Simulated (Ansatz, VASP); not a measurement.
Cr: VASP beside Ansatz

The input INCAR:

```
SYSTEM = Cr
ALGO = Fast
EDIFF = 1E-7
ENCUT = 520
GGA = PE
ISIF = 2
ISMEAR = 0
LASPH = .TRUE.
LCHARG = .TRUE.
LELF = .TRUE.
LREAL = .FALSE.
LVHAR = .TRUE.
LWAVE = .FALSE.
NBANDS = 12
NELM = 80
PREC = Accurate
SIGMA = 0.15
```

KPOINTS

```
k-points
0
G
  24 24 24
  0 0 0
```

File POSCAR:

```
Cr
1.0
   -1.4419500000      1.4419500000      1.3842720000
    1.4419500000     -1.4419500000      1.3842720000
    1.4419500000      1.4419500000     -1.3842720000
Cr
1
Direct
    0.0000000000      0.0000000000      0.0000000000
```

Input for Ansatz:

```yaml
crystal:
  lattice:
    - [-1.44195, 1.44195, 1.384272]
    - [1.44195, -1.44195, 1.384272]
    - [1.44195, 1.44195, -1.384272]
  atoms:
    - { symbol: Cr, position: [0.0, 0.0, 0.0] }
basis:
  ecutwfc: 420
kpoints:
  mp_grid: { grid: [24, 24, 24] }
hamiltonian:
  xc: pbe
scf:
  occupations: { method: gaussian, width: 0.15 }
output:
  forces: true
  stress: true
  eigenvalues: true
```

Change from the starting cell: strain +0.000 along x and y, -0.040 along z, atoms carried along.

Alike in both runs: task single point; functional PBE; k mesh 24 × 24 × 24; occupations gaussian, width 0.15 eV; no spin polarisation.

|  | VASP | Ansatz |
| --- | --- | --- |
| version | VASP 6.6.1 | Ansatz 0.2.0 |
| potentials or method | VASP PAW PBE potentials, release 64 (Cr_pv) | scalar-relativistic, plane waves, PAW |
| plane-wave cutoff (eV) | 520 | 420 |
| valence electrons in the cell | 12 | 14 |

```tsv
	VASP	Ansatz	Ansatz less VASP
gap on the k mesh at the Fermi level (eV)	none	none	-
pressure (GPa)	0.7	1.2	+0.51
largest component of the traceless stress (GPa)	9.85	9.93	+0.083
```

A gap of «none» marks a metal or a gap that the smearing closes. The functional is the same, so the differences come from potentials, cutoffs and numerics. The two sets of potentials don't hold the same shells in valence.

Caveats: the run has no spin polarisation, though such a crystal can be magnetic. Spin polarisation is off, so any magnetic state and its effect on volume and gap are missing.
